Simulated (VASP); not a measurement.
# HgSe (F-43m) in VASP: further runs, part 2 of 2

VASP 6.6.1. The steps go on from the part before.

## 3. Single point, r2SCAN+D4, collinear spin, typed start

Contents of POSCAR:

```
HgSe
1.0
    0.0000000000      3.0390000000      3.0390000000
    3.0390000000      0.0000000000      3.0390000000
    3.0390000000      3.0390000000      0.0000000000
Hg Se
1 1
Direct
    0.0000000000      0.0000000000      0.0000000000
    0.7500000000      0.7500000000      0.7500000000
```

Contents of INCAR.step1:

```
SYSTEM = HgSe
PREC     = Accurate       ! precision mode
ENCUT    = 520            ! plane-wave cutoff, eV
ISMEAR   = -1             ! smearing method
SIGMA    = 0.15           ! smearing width, eV
LREAL    = .FALSE.        ! projectors in reciprocal space
LASPH    = .TRUE.         ! aspherical terms in the spheres
NELM     = 150            ! most SCF steps
ISPIN    = 2              ! spin polarisation
MAGMOM   = -0.27 0        ! initial moments
NBANDS   = 20             ! bands
GGA      = PE             ! functional
ALGO     = Normal         ! electronic algorithm
EDIFF    = 1E-4           ! SCF threshold, eV
LWAVE    = .TRUE.         ! write WAVECAR
LCHARG   = .FALSE.        ! write CHGCAR
```

Contents of INCAR.step2:

```
SYSTEM = HgSe
PREC     = Accurate       ! precision mode
ENCUT    = 520            ! plane-wave cutoff, eV
EDIFF    = 1E-7           ! SCF threshold, eV
ISMEAR   = -1             ! smearing method
SIGMA    = 0.15           ! smearing width, eV
LREAL    = .FALSE.        ! projectors in reciprocal space
LASPH    = .TRUE.         ! aspherical terms in the spheres
NELM     = 150            ! most SCF steps
ALGO     = Normal         ! electronic algorithm
ISIF     = 2              ! what is computed and relaxed
LWAVE    = .FALSE.        ! write WAVECAR
LCHARG   = .TRUE.         ! write CHGCAR
ISPIN    = 2              ! spin polarisation
MAGMOM   = -0.27 0        ! initial moments
LORBIT   = 11             ! projections on sites
METAGGA  = R2SCAN         ! meta-GGA
LMIXTAU  = .TRUE.       
IVDW     = 13             ! dispersion correction
VDW_S6   = 1.0          
VDW_S8   = 0.6018749    
VDW_A1   = 0.51559235   
VDW_A2   = 5.77342911   
LELF     = .TRUE.         ! ELF
LVHAR    = .TRUE.       
NBANDS   = 20             ! bands
ISTART   = 1
```

Contents of KPOINTS:

```
Automatic mesh
0
G
  8 8 8
  0 0 0
```

Potentials or basis: VASP PAW PBE potentials, release 64 (Hg, Se).

Launch:

```bash
cat potpaw_PBE.64/Hg/POTCAR potpaw_PBE.64/Se/POTCAR > POTCAR
cp INCAR.step1 INCAR
mpirun -np 1 vasp_std > vasp.out
cp INCAR.step2 INCAR
mpirun -np 1 vasp_std > vasp.out
```

OUTCAR:

```text
SYSTEM = HgSe
   PREC = Accurate
   ENCUT = 520
   EDIFF = 1E-7
   ISMEAR = -1
   LREAL = .FALSE.
   LASPH = .TRUE.
   NELM = 150
   ISIF = 2
   ISPIN = 2
   LORBIT = 11
   METAGGA = R2SCAN
   IVDW = 13
   ISTART = 1

 ion  position               nearest neighbor table
   1  0.000  0.000  0.000-   2 2.63   2 2.63   2 2.63   2 2.63
   2  0.750  0.750  0.750-   1 2.63   1 2.63   1 2.63   1 2.63

  LATTYP: Found a face centered cubic cell.
 ALAT       =     6.0780000000

  Lattice vectors:

 A1 = (   0.0000000000,   3.0390000000,   3.0390000000)
 A2 = (   3.0390000000,   0.0000000000,   3.0390000000)
 A3 = (   3.0390000000,   3.0390000000,   0.0000000000)

Analysis of symmetry for initial positions (statically):
=====================================================================
 Subroutine PRICEL returns:
 Original cell was already a primitive cell.

 Routine SETGRP: Setting up the symmetry group for a
 face centered cubic supercell.

 Subroutine GETGRP returns: Found 24 space group operations
 (whereof 24 operations were pure point group operations)
 out of a pool of 48 trial point group operations.

The static configuration has the point symmetry T_d .

Analysis of symmetry for dynamics (positions and initial velocities):
=====================================================================
 Subroutine PRICEL returns:
 Original cell was already a primitive cell.

 Routine SETGRP: Setting up the symmetry group for a
 face centered cubic supercell.

 Subroutine GETGRP returns: Found 24 space group operations
 (whereof 24 operations were pure point group operations)
 out of a pool of 48 trial point group operations.

The dynamic configuration has the point symmetry T_d .

Analysis of structural, dynamic, and magnetic symmetry:
=====================================================================
 Subroutine PRICEL returns:
 Original cell was already a primitive cell.

 Routine SETGRP: Setting up the symmetry group for a
 face centered cubic supercell.

 Subroutine GETGRP returns: Found 24 space group operations
 (whereof 24 operations were pure point group operations)
 out of a pool of 48 trial point group operations.

The overall configuration has the point symmetry T_d .

 Subroutine INISYM returns: Found 24 space group operations
 (whereof 24 operations are pure point group operations),
 and found     1 'primitive' translations

----------------------------------------------------------------------------------------

                                     Primitive cell

  volume of cell :      56.1335

  direct lattice vectors                    reciprocal lattice vectors
     0.000000000  3.039000000  3.039000000    -0.164527805  0.164527805  0.164527805
     3.039000000  0.000000000  3.039000000     0.164527805 -0.164527805  0.164527805
     3.039000000  3.039000000  0.000000000     0.164527805  0.164527805 -0.164527805

  length of vectors
     4.297795016  4.297795016  4.297795016     0.284970518  0.284970518  0.284970518

  position of ions in fractional coordinates (direct lattice)
     0.000000000  0.000000000  0.000000000
     0.750000000  0.750000000  0.750000000

  ion indices of the primitive-cell ions
   primitive index   ion index
                 1           1
                 2           2

----------------------------------------------------------------------------------------
[... 67 lines left out ...]
   LASPH  =      T    aspherical Exc in radial PAW
   ENCUT  =  520.0 eV  38.22 Ry    6.18 a.u.   7.99  7.99  7.99*2*pi/ulx,y,z
   NELM   =    150;   NELMIN=  2; NELMDL=  0     # of ELM steps
   EDIFF  = 0.1E-06   stopping-criterion for ELM
   LREAL  =      F    real-space projection
   EDIFFG = 0.1E-05   stopping-criterion for IOM
   NSW    =      0    number of steps for IOM
   IBRION =     -1    ionic relax: 0-MD 1-quasi-New 2-CG
   NFREE  =      0    steps in history (QN), initial steepest desc. (CG)
   ISIF   =      2    stress and relaxation
   ISYM   =      2    0-nonsym 1-usesym 2-fastsym
   POTIM  = 0.5000    time-step for ionic-motion
   TEBEG  =    0.0;   TEEND  =   0.0 temperature during run
   PSTRESS=    0.0 pullay stress
   NELECT =      18.0000    total number of electrons
   NUPDOWN=      -1.0000    fix difference up-down
   EMIN   =  10.00;   EMAX   =-10.00  energy-range for DOS
   EFERMI =   0.00;   METHOD = LEGACY
   ISMEAR =    -1;   SIGMA  =   0.15  broadening in eV -4-tet -1-fermi 0-gaus
   EFERMI_NEDOS =   21; number of points for ismear=-14 and -15
   IALGO  =     38    algorithm
   IMIX   =      4    mixing-type and parameters
     AMIX     =   0.40;   BMIX     =  1.00
     AMIX_MAG =   1.60;   BMIX_MAG =  1.00
  volume/ion in A,a.u.               =      28.07       189.40
  Fermi-wavevector in a.u.,A,eV,Ry     =   1.120534  2.117502 17.083421  1.255596
  Thomas-Fermi vector in A             =   2.257181
   LORBIT       =     11    0 simple, 1 ext, 2 COOP (PROOUT), +10 PAW based schemes
   METAGGA = R2SCAN    functional components
   LHFCALC =     F    Hartree Fock is set to
   AEXX    =    0.0000 exact exchange contribution
   IVDW    =    13    specifies the selected vdW correction
   LEPSILON=     F    determine dielectric tensor
   LRPA    =     F    only Hartree local field effects (RPA)
 spin polarized calculation
  energy-cutoff  :      520.00
  volume of cell :       56.13
 maximum number of plane-waves:      1540
   NGX = 15   NGY = 15   NGZ = 15

 number of electron      18.0000004 magnetization       0.0000000

 number of electron      18.0000004 magnetization      -0.0000000

 Free energy of the ion-electron system (eV)
  ---------------------------------------------------
  ext. energy  EPLUGINS =         0.00000000
  ---------------------------------------------------
  free energy    TOTEN  =       -64.11969977 eV

  energy without entropy =      -64.11511471  energy(sigma->0) =      -64.11740724

 E-fermi :   1.8152     XC(G=0):  -9.6619

 val. band max:        1.4844025365   @ k =   0.0000   0.0000   0.0000
 cond. band min:       2.2981540319   @ k =   0.1250   0.0000   0.0000
 fundamental gap:      0.8137514954
 Fermi energy:         1.8152048943

 spin component 1

 k-point     1 :       0.0000    0.0000    0.0000
  band No.  band energies     occupation
      1     -12.4881      1.00000
      2      -5.9528      1.00000
      3      -5.9528      1.00000
      4      -5.9528      1.00000
      5      -5.1522      1.00000
      6      -5.1522      1.00000
[... 541 lines left out ...]
     19      17.7952      0.00000
     20      19.4474      0.00000

 [... further k-points ...]

 spin component 2

 k-point     1 :       0.0000    0.0000    0.0000
  band No.  band energies     occupation
      1     -12.4881      1.00000
      2      -5.9528      1.00000
      3      -5.9528      1.00000
      4      -5.9528      1.00000
      5      -5.1522      1.00000
      6      -5.1522      1.00000
[... 541 lines left out ...]
     19      17.7952      0.00000
     20      19.4474      0.00000

 [... further k-points ...]

------------------------ aborting loop because EDIFF is reached ----------------------------------------

  DFT-D4 for vdW energy calculation

  Edisp (eV):   -0.25144

  FORCE on cell =-STRESS in cart. coord.  units (eV):
  Direction    XX          YY          ZZ          XY          YZ          ZX
  --------------------------------------------------------------------------------------
  -------------------------------------------------------------------------------------
  Total       0.89905     0.89905     0.89905     0.00000     0.00000     0.00000
  in kB      25.66079    25.66079    25.66079     0.00000     0.00000     0.00000
  external pressure =       25.66 kB  Pullay stress =        0.00 kB

 VOLUME and BASIS-vectors are now :
 -----------------------------------------------------------------------------
  energy-cutoff  :      520.00
  volume of cell :       56.13
      direct lattice vectors                 reciprocal lattice vectors
     0.000000000  3.039000000  3.039000000    -0.164527805  0.164527805  0.164527805
     3.039000000  0.000000000  3.039000000     0.164527805 -0.164527805  0.164527805
     3.039000000  3.039000000  0.000000000     0.164527805  0.164527805 -0.164527805

 POSITION                                       TOTAL-FORCE (eV/Angst)
 -----------------------------------------------------------------------------------
      0.00000      0.00000      0.00000         0.000000      0.000000      0.000000
      4.55850      4.55850      4.55850        -0.000000     -0.000000     -0.000000
 -----------------------------------------------------------------------------------
    total drift:                                0.000001      0.000001      0.000001

  FREE ENERGIE OF THE ION-ELECTRON SYSTEM (eV)
  ---------------------------------------------------
  free  energy   TOTEN  =       -64.3711371586 eV

  energy  without entropy=      -64.3665520920  energy(sigma->0) =      -64.36884463

 total charge

# of ion       s       p       d       tot
------------------------------------------
    1        0.694   0.415   9.393  10.502
    2        1.458   2.363   0.037   3.858
--------------------------------------------------
tot          2.152   2.778   9.430  14.360

 magnetization (x)

# of ion       s       p       d       tot
------------------------------------------
    1       -0.000  -0.000   0.000  -0.000
    2       -0.000  -0.000  -0.000  -0.000
--------------------------------------------------
tot         -0.000  -0.000   0.000  -0.000
```

Wall time 2.2 min (1 thread of Intel Xeon Platinum 8259CL at 2.50GHz (Skylake/Cascade Lake), shared host); peak memory 0.24 GiB.

Results:

| Item | Value |
| --- | --- |
| Free energy | -64.3711 eV |
| Pressure | 2.6 GPa |
| Band gap on the k mesh | none (metal or under the smearing width) |
| Net moment | 0.00 μB per cell |
| Valence electrons inside the program's atomic spheres | Hg 10.50; Se 3.86 |
| Dispersion energy per atom | -0.126 eV |

Caveat: the PAW data sets were made with another functional, which shifts forces and pressure a little; pairwise dispersion overbinds metals, which lowers pressure and volume. The run has no spin-orbit coupling, so splittings on Hg are missing.

## 4. Single point, PBE+D3(BJ)

This run uses another cell than the first one, of 29.40 Å³/atom, 1.048 times its volume.

Contents of INCAR:

```
SYSTEM = HgSe
PREC = Accurate ; ENCUT = 520
EDIFF = 1E-6 ; ISMEAR = -1
SIGMA = 0.05 ; LREAL = .False.
LASPH = .True. ; NELM = 100
ALGO = Normal ; ISIF = 2
LWAVE = .False. ; LCHARG = .False.
GGA = PE ; IVDW = 12
NBANDS = 16
```

Contents of KPOINTS:

```
Automatic mesh
0
Gamma
  8 8 8
  0 0 0
```

Contents of POSCAR:

```
HgSe
1.0
    0.0000000000      3.0865075449      3.0865075449
    3.0865075449      0.0000000000      3.0865075449
    3.0865075449      3.0865075449      0.0000000000
Hg Se
1 1
Direct
    0.0000000000      0.0000000000      0.0000000000
    0.7500000000      0.7500000000      0.7500000000
```

Launch:

```bash
cat potpaw_PBE.64/Hg/POTCAR potpaw_PBE.64/Se/POTCAR > POTCAR
mpirun -np 1 vasp_std > vasp.out
```

It took 33 s on 1 thread of AMD EPYC 7R43 (Zen 3), shared host; peak memory 0.16 GiB.

It converged, with:

| Quantity | Value |
| --- | --- |
| Free energy | -4.7065 eV |
| Pressure | 0.2 GPa |
| Band gap on the k mesh | none (metal or under the smearing width) |
| Dispersion energy per atom | -0.319 eV |

Levels at points of the mesh, in eV from the Fermi level:
```
           k point  band 7  band 8  band 9  band 10  band 11  band 12
(0.00, 0.00, 0.00)   -1.05   -0.06   -0.06    -0.06     5.48     5.48
(0.50, 0.00, 0.00)   -5.27   -0.95   -0.95     1.05     6.21     6.21
(0.50, 0.50, 0.00)   -4.94   -2.18   -2.18     2.68     3.04     8.32
```

Caveat: pairwise dispersion overbinds metals, which lowers pressure and volume. The run has no spin-orbit coupling, so splittings on Hg are missing.

## 5. Relaxation of cell and atoms, PBE+D3(BJ)

Contents of INCAR:

```
SYSTEM = HgSe
  PREC = Accurate
  ENCUT = 600
  EDIFF = 1E-6
  ISMEAR = -1
  SIGMA = 0.05
  LREAL = .False.
  LASPH = .True.
  NELM = 100
  ALGO = Normal
  ISIF = 3
  LWAVE = .False.
  LCHARG = .False.
  GGA = PE
  IVDW = 12
  IBRION = 2
  NSW = 60
  EDIFFG = -0.01
```

KPOINTS is that of step 4.

Contents of POSCAR:

```
HgSe
1.0
    0.0000000000      3.0390000000      3.0390000000
    3.0390000000      0.0000000000      3.0390000000
    3.0390000000      3.0390000000      0.0000000000
Hg Se
1 1
Direct
    0.0000000000      0.0000000000      0.0000000000
    0.7500000000      0.7500000000      0.7500000000
```

Launch:

```bash
cat potpaw_PBE.64/Hg/POTCAR potpaw_PBE.64/Se/POTCAR > POTCAR
mpirun -np 1 vasp_std > vasp.out
```

Run time: 87 s. Hardware: 1 thread of AMD EPYC 7R43 (Zen 3), shared host; peak memory 0.19 GiB.

The run converged. Its results:

```yaml
Free_energy: -4.7066 eV
Relaxed_volume: 29.55 Å³/atom
Relaxed_cell: a = 4.372 Å, b = 4.372 Å, c = 4.372 Å, α = 60.00°, β = 60.00°, γ = 60.00°
Space_group_after_relaxing_to_0.05_Å: F-43m (No. 216)
Energy_gained_by_relaxing: 12.6 meV/atom
Ionic_steps: 3
Pressure_after_relaxing: 0.0 GPa
Band_gap_on_the_k_mesh: none (metal or under the smearing width)
Dispersion_energy_per_atom: -0.317 eV
```

Step by step:
```tsv
step	energy change (eV)	largest force (eV/Å)	pressure (GPa)	volume (Å³)
1	0.0000	0.0000	2.88	56.13
2	-0.0216	0.0000	-0.93	60.33
3	-0.0252	0.0000	0.01	59.10
```

Final structure:
```yaml
crystal:
  lattice:
    - [0.00000, 3.09164, 3.09164]
    - [3.09164, 0.00000, 3.09164]
    - [3.09164, 3.09164, 0.00000]
  atoms:
    - { symbol: Hg, position: [0.00000, 0.00000, 0.00000] }
    - { symbol: Se, position: [0.75000, 0.75000, 0.75000] }
```

Levels at points of the mesh, in eV from the Fermi level:
```csv
k point,band 5,band 6,band 7,band 8,band 9,band 10,band 11,band 12,band 13
"(0.00, 0.00, 0.00)",-6.28,-6.28,-1.06,-0.06,-0.06,-0.06,5.49,5.49,5.49
"(0.50, 0.00, 0.00)",-6.24,-6.00,-5.24,-0.94,-0.94,1.05,6.21,6.21,6.84
"(0.50, 0.50, 0.00)",-6.19,-5.96,-4.91,-2.16,-2.16,2.67,3.05,8.31,9.55
```

Caveat: pairwise dispersion overbinds metals, which lowers pressure and volume. The run has no spin-orbit coupling, so splittings on Hg are missing.

## 6. Single point, BLYP

This run uses another cell than the first one, of 33.04 Å³/atom, 1.177 times its volume.

Contents of INCAR:

```
PREC = Accurate
ENCUT = 520
EDIFF = 1E-6
ISMEAR = -1
SIGMA = 0.05
LREAL = F
LASPH = T
NELM = 100
ALGO = Fast
ISIF = 2
LWAVE = F
LCHARG = F
GGA = B5
ALDAX = 1.0
AGGAX = 1.0
AGGAC = 1.0
ALDAC = 0.0
NBANDS = 16
```

Contents of KPOINTS:

```
Automatic mesh
0
Gamma
  8 8 8
```

Contents of POSCAR:

```
HgSe
1.0
    0.0000000000      3.2088140505      3.2088140505
    3.2088140505      0.0000000000      3.2088140505
    3.2088140505      3.2088140505      0.0000000000
Hg Se
1 1
Direct
    0.0000000000      0.0000000000      0.0000000000
    0.7500000000      0.7500000000      0.7500000000
```

Potentials or basis: VASP PAW PBE potentials, release 64 (Hg, Se).

Launch:

```bash
cat potpaw_PBE.64/Hg/POTCAR potpaw_PBE.64/Se/POTCAR > POTCAR
mpirun -np 1 vasp_std > vasp.out
```

Run time: 67 s. Hardware: 1 thread of AMD EPYC 7R43 (Zen 3), shared host; peak memory 0.18 GiB.

Results (log left out):

```
Free energy            : -3.1933 eV
Pressure               : 0.3 GPa
Band gap on the k mesh : none (metal or under the smearing width)
```

Levels at points of the mesh, in eV from the Fermi level:
```csv
k point,band 7,band 8,band 9,band 10,band 11,band 12
"(0.00, 0.00, 0.00)",-1.27,-0.08,-0.08,-0.08,5.58,5.58
"(0.50, 0.00, 0.00)",-4.56,-0.77,-0.77,0.96,6.22,6.22
"(0.50, 0.50, 0.00)",-4.43,-1.75,-1.75,2.47,3.31,8.11
```

Caveat: the PAW data sets were made with another functional, which shifts forces and pressure a little.

## 7. The runs side by side

| task | level | spin | cell | k mesh | cutoff (eV) | smearing | mesh quality | gap on the mesh (eV) | pressure (GPa) |
| --- | --- | --- | --- | --- | --- | --- | --- | --- | --- |
| single point | PBE | off | F-43m, 28.07 Å³/atom | 4 × 4 × 4 | 520 | fermi-dirac 0.03 eV | coarse | none | 5.4 |
| single point | r2SCAN+D4 | collinear, typed start | F-43m, 28.07 Å³/atom | 8 × 8 × 8 | 520 | fermi-dirac 0.15 eV | not flagged | none | 2.6 |
| single point | PBE+D3(BJ) | off | F-43m, 29.4 Å³/atom | 8 × 8 × 8 | 520 | fermi-dirac 0.05 eV | not flagged | none | 0.2 |
| relaxation of cell and atoms | PBE+D3(BJ) | off | relaxed | 8 × 8 × 8 | 600 | fermi-dirac 0.05 eV | not flagged | none | 0.0 |
| single point | BLYP | off | F-43m, 33.04 Å³/atom | 8 × 8 × 8 | 520 | fermi-dirac 0.05 eV | not flagged | none | 0.3 |

Alike in all rows: potentials or basis VASP PAW PBE potentials, release 64 (Hg, Se).

Caveats: some runs use coarse meshes; pairwise dispersion overbinds metals, which lowers pressure and volume (some runs); the PAW data sets were made with another functional, which shifts forces and pressure a little (some runs).

Absolute energies hang on the potentials; compare differences alone.
